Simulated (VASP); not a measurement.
Set up this calculation in VASP 6.6.1, as the native input.

```
Task                   : band structure
Functional             : TB-mBJ
Potentials or basis    : VASP PAW PBE potentials, release 64 (Zr_sv, Se)
Cutoff                 : 520 eV
k mesh                 : 6 × 6 × 3
Occupations            : gaussian, width 0.03 eV
Spin                   : spin-orbit coupling, no magnetisation
Further INCAR settings : ALGO = Normal; EDIFF = 1e-07; NBANDS = 37
```

The system is ZrSe2.

```
Zr Se
1.0
     3.73854    0.00000    0.00000
    -1.86927    3.23767    0.00000
     0.00000    0.00000    6.03219
Zr Se
1 2
Direct
  0.00000 0.00000 0.00000
  0.33333 0.66667 0.26500
  0.66667 0.33333 0.73500
```

One way to write it, as run:

POSCAR

```
ZrSe2                                   
1.0
    3.7385421888      0.0000000000     -0.0000000000
   -1.8692710944      3.2376725087      0.0000000000
    0.0000000000     -0.0000000000      6.0321894018
  Zr              Se            
     1     2
Direct
     0.0000000000000000    0.0000000000000000    0.0000000000000000
     0.3333333332999970    0.6666666667000030    0.2650002634785272
     0.6666666667000030    0.3333333332999970    0.7349997365214729
```

INCAR.step1

```
ALGO = Normal ; EDIFF = 1E-5
ENCUT = 520 ; GGA = PE
GGA_COMPAT = F ; ISIF = 2
ISMEAR = 0 ; KPAR = 2
LASPH = T ; LCHARG = F
LMAXMIX = 4 ; LNONCOLLINEAR = T
LORBIT = 11 ; LREAL = F
LSORBIT = T ; LWAVE = T
MAGMOM = 0 0 0 0 0 0 0 0 0 ; NBANDS = 37
NELM = 80 ; PREC = Accurate
SIGMA = 0.03
```

INCAR.step2

```
ALGO = Normal ; EDIFF = 1E-7
ENCUT = 520 ; GGA_COMPAT = F
ISIF = 2 ; ISMEAR = 0
ISTART = 1 ; KPAR = 2
LASPH = T ; LCHARG = F
LMAXMIX = 4 ; LNONCOLLINEAR = T
LORBIT = 11 ; LREAL = F
LSORBIT = T ; LWAVE = F
MAGMOM = 0 0 0 0 0 0 0 0 0 ; METAGGA = MBJ
NBANDS = 37 ; NELM = 80
PREC = Accurate ; SIGMA = 0.03
```

KPOINTS

```
k-points
0
Gamma
  6 6 3
```

KPOINTS_OPT

```
explicit points
168
Reciprocal
 0.0000000000  0.0000000000  0.0000000000 1
 0.0555555556  0.0000000000  0.0000000000 1
 0.1111111111  0.0000000000  0.0000000000 1
 0.1666666667  0.0000000000  0.0000000000 1
 0.2222222222  0.0000000000  0.0000000000 1
 0.2777777778  0.0000000000  0.0000000000 1
[... 160 lines left out ...]
 0.5000000000  0.0000000000  0.0344920600 1
 0.5000000000  0.0000000000 -0.0344920600 1
```

Potentials or basis: VASP PAW PBE potentials, release 64 (Zr_sv, Se).

Command:

```sh
$ cat potpaw_PBE.64/Zr_sv/POTCAR potpaw_PBE.64/Se/POTCAR > POTCAR
$ cp INCAR.step1 INCAR
$ mpirun -np 2 vasp_ncl > vasp.out
$ cp INCAR.step2 INCAR
$ mpirun -np 2 vasp_ncl > vasp.out
```

It gave:

```yaml
Valence_electrons_inside_the_program's_atomic_spheres: Zr 9.59; Se 4.19
```

Run time: 7 min on 2 MPI ranks on Intel(R) Xeon(R) Platinum 8488C (Sapphire Rapids), on a shared host, peak memory 0.42 GiB a rank.
